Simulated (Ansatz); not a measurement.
The cell is a 15-atom cell of SiO2 (I-4m2) from a materials database; cell and atoms were relaxed with r2SCAN. It is tetragonal, I-4m2 (No. 119); conventional cell a = 7.190 Å, c = 12.125 Å, 20.90 Å³ an atom. Si is surrounded by 4 O at 1.62 Å; Si is surrounded by 4 O at 1.61–1.62 Å; O is surrounded by 2 Si at 1.62 Å; O is surrounded by 2 Si at 1.61 Å.

```
CELL_PARAMETERS angstrom
-3.59520 3.59520 6.06262
3.59520 -3.59520 6.06262
3.59520 3.59520 -6.06262
ATOMIC_POSITIONS crystal
Si 0.00000 0.00000 0.00000
Si 0.78784 0.99373 0.20589
Si 0.00627 0.21216 0.79411
Si 0.41805 0.21216 0.20589
Si 0.78784 0.58195 0.79411
O 0.26077 0.07901 0.18176
O 0.92099 0.10275 0.18176
O 0.92099 0.73923 0.81824
O 0.89725 0.07901 0.81824
O 0.73356 0.73356 0.00000
O 0.26644 0.26644 0.00000
O 0.56656 0.06656 0.13312
O 0.93344 0.06656 0.50000
O 0.56656 0.43344 0.50000
O 0.93344 0.43344 0.86688
```

The questions ask for values computed with Ansatz on this geometry. (Simulation; spin polarisation is off.)

Q: What gap does r2SCAN give, and where are the band edges?

A: With r2SCAN the gap is 6.57 eV and direct, at Γ.

Q: What does PBE give for the gap (6×6×6 mesh)?

A: The PBE gap is direct at Γ: 5.77 eV. The gap differs by -0.80 eV from r2SCAN's.

Q: How does the gap change from r2SCAN to HSE06 (4×4×4)?

A: The HSE06 gap is direct at Γ: 7.47 eV. The gap differs by +0.90 eV from r2SCAN's.

Q: Estimate the gap with PBE0 on 4×4×4.

A: PBE0 gives a direct gap of 8.24 eV at Γ. The gap differs by +1.67 eV from r2SCAN's.

For some runs the program warns that the potential is rough where the density is thin, which bears on empty states near the vacuum.
